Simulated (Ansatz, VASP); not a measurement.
Two plane-wave programs on Zr

```
CELL_PARAMETERS angstrom
-1.82881 1.82881 1.82881
1.82881 -1.82881 1.82881
1.82881 1.82881 -1.82881
ATOMIC_POSITIONS crystal
Zr 0.00000 0.00000 0.00000
```

Alike in both runs: task single point; functional RPBE; k mesh 14 × 14 × 14; occupations fermi-dirac, width 0.1 eV; no spin polarisation.

|  | VASP | Ansatz |
| --- | --- | --- |
| version | VASP 6.6.1 | Ansatz 0.2.0 |
| potentials or method | VASP PAW PBE potentials, release 64 (Zr_sv) | plane waves (420 eV) with PAW, scalar-relativistic |
| plane-wave cutoff (eV) | 520 | 420 |
| valence electrons in the cell | 12 | 12 |

```csv
,VASP,Ansatz,Ansatz less VASP
pressure (GPa),-3.1,-3.1,0.00
```

Caveats: the PAW data sets were made with another functional, which shifts forces and pressure a little (VASP).
